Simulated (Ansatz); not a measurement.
# Ca, space group Pm-3m: cell relaxations under several functionals

Program: Ansatz's Python interface.

Contents of `ca.cif`:
```cif
data_Ca
_cell_length_a 2.615000
_cell_length_b 2.615000
_cell_length_c 2.615000
_cell_angle_alpha 90.00000
_cell_angle_beta 90.00000
_cell_angle_gamma 90.00000
_symmetry_space_group_name_H-M 'P 1'
_symmetry_Int_Tables_number 1
loop_
_symmetry_equiv_pos_as_xyz
'x, y, z'
loop_
_atom_site_label
_atom_site_type_symbol
_atom_site_fract_x
_atom_site_fract_y
_atom_site_fract_z
Ca1 Ca    0.000000    0.000000    0.000000
```

Notebook, run cell by cell (the value of a cell's last expression is shown):

```python
import warnings

import ansatz as az
from ase.io import read
import numpy as np
```

```python
def edges_and_angles(cell):
    cell = np.asarray(cell)
    a, b, c = np.linalg.norm(cell, axis=1)
    cosines = cell[1] @ cell[2] / (b * c), cell[0] @ cell[2] / (a * c), cell[0] @ cell[1] / (a * b)
    return (a, b, c, *np.degrees(np.arccos(cosines)))

warnings.simplefilter("ignore", az.DeckWarning)
```

```python
atoms = read("ca.cif")
crystal = az.Crystal.from_ase(atoms)
```

```python
len(crystal.resolved().sites)
```

    1

```python
base = (
    crystal.calculation()
    .kpoints(length=32)
    .occupations("fermi_dirac", width=100 * az.meV)
    .relax(cell=True, force_tolerance=0.01, max_steps=60)
)

levels = [("lda", "none"), ("revpbe", "d3bj"), ("pbe", "d3bj"), ("r2scan", "rvv10")]
print("level            a       b       c    alpha   beta  gamma  V/atom  steps")
for name, dispersion in levels:
    seen = []
    run = base.functional(name, dispersion=dispersion).session().plan()
    result = run.execute(on_event=lambda e: seen.append(e) if e["event"] == "relax_step" else None)
    cell = result.lattice.cell_ang
    label = name if dispersion == "none" else f"{name}+{dispersion}"
    print("{:13s} {:7.4f} {:7.4f} {:7.4f} {:6.2f} {:6.2f} {:6.2f}".format(label, *edges_and_angles(cell)), f"{abs(np.linalg.det(cell)) / len(result.lattice.sites):7.3f} {len(seen):5d}")
```

    level            a       b       c    alpha   beta  gamma  V/atom  steps
    lda            3.3668  3.3668  3.3668  90.00  90.00  90.00  38.165    11
    revpbe+d3bj    3.4131  3.4131  3.4131  90.00  90.00  90.00  39.759    11
    pbe+d3bj       3.4306  3.4306  3.4306  90.00  90.00  90.00  40.376    11
    r2scan+rvv10   3.4795  3.4795  3.4795  90.00  90.00  90.00  42.127    12

From smallest to largest: LDA (38.16 Å³ an atom, +113.4 % against the start), revPBE+D3BJ (39.76 Å³ an atom, +122.3 % against the start), PBE+D3BJ (40.38 Å³ an atom, +125.8 % against the start) and r2SCAN+RVV10 (42.13 Å³ an atom, +135.6 % against the start). The spread is 10.4 % in volume.

Notes:
- Dispersion corrections can be off by several per cent in the lattices of metals, and by several GPa in the pressure at a fixed cell.
- The mesh is modest for a metal, so energies can be off by several to tens of meV an atom and pressures by half a GPa or more; differences at equal mesh fare better.
- A cell that swells this much on relaxing started as a compressed, perhaps high-pressure structure.
- This isn't the structure that Ca takes at ambient conditions.
- Timing: 73 s on 1 thread of Arm Neoverse V2, on a shared host, peak memory 0.59 GiB.
